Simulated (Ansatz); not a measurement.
KTaO3 (cubic perovskite) by several functionals

Measured values to be reproduced:
- lattice constant a: 3.989 Å (cubic lattice parameter; quoted from earlier experiment; Literature experimental value quoted for comparison with the calculated lattice parameter; measurement temperature not stated; quoted in “Oxygen vacancy induced electronic structure modification of KTaO3”, 2020, arxiv:2005.13281)

The calculated numbers come from Ansatz 0.2.0. (Simulation; no magnetic order is allowed.)

The cell is KTaO3, cubic perovskite; cell and atoms were relaxed with r2SCAN. Space group Pm-3m (No. 221), cubic; conventional cell a = 3.990 Å, 12.71 Å³ an atom. K has 12 O at 2.82 Å; Ta has 6 O at 2.00 Å; O has 2 Ta at 2.00 Å and 4 K at 2.82 Å.

```
K Ta O
1.0
     3.99013    0.00000    0.00000
     0.00000    3.99013    0.00000
     0.00000    0.00000    3.99013
K Ta O
1 1 3
Cartesian
  0.0000 0.0000 0.0000
  1.9951 1.9951 1.9951
  1.9951 1.9951 0.0000
  1.9951 0.0000 1.9951
  0.0000 1.9951 1.9951
```

Relaxed lattice by functional, symmetry kept:
```tsv
functional	k mesh	a (Å)	volume (Å³/atom)
PBE	6×6×6	4.024	13.04
r2SCAN	6×6×6	3.990	12.71
```

Gaps on the r2SCAN cell, each the least over its mesh and the special points:

| level | k mesh | gap (eV) | kind | edges | least direct gap (eV) |
| --- | --- | --- | --- | --- | --- |
| PBE | 6×6×6 | 2.22 | indirect | R → Γ | 2.83 |
| PBE+SOC | 6×6×6 | 2.08 | indirect | R → Γ | 2.63 |
| r2SCAN | 6×6×6 | 2.63 | indirect | R → Γ | 3.26 |
| HSE06 | 4×4×4 | 3.57 | indirect | R → Γ | 4.22 |
| PBE0 | 4×4×4 | 4.32 | indirect | R → Γ | 4.96 |

PBE: smearing of 0.02 eV; the others have fixed occupations.
Wave cutoffs: 420 eV, 500 eV (r2SCAN).

With HSE06 the valence top lies at R and the conduction bottom at Γ, 3.57 eV higher; the smallest vertical gap, at Γ, is 4.22 eV. Spin-orbit coupling changes the PBE gap by -0.14 eV, to 2.08 eV.

r2SCAN covers 30 % of the step from PBE to HSE06. For gaps to 0.1 eV, spin-orbit coupling (up to 0.20 eV here) has to be included. Among these functionals the gap stays indirect.

r2SCAN (ground state on 6×6×6): The electronic dielectric tensor ε∞ is 4.91 in all directions. Born charges, averaged over directions: K +1.13, Ta +8.55, O -3.23 e.

Set against measured values:
- Lattice constant a, measured 3.989 Å: PBE 4.024 (+0.9 %), r2SCAN 3.990 (0.0 %).
The calculated lattice is static; the measured one holds thermal expansion and zero-point motion. Reports marked as nanostructured, strained, doped, implanted or mixed samples, and transport gaps, were set aside.

Only the levels marked +SOC include spin-orbit coupling.

The meshes of the hybrids are coarse, so their gaps aren't converged to the digits shown.
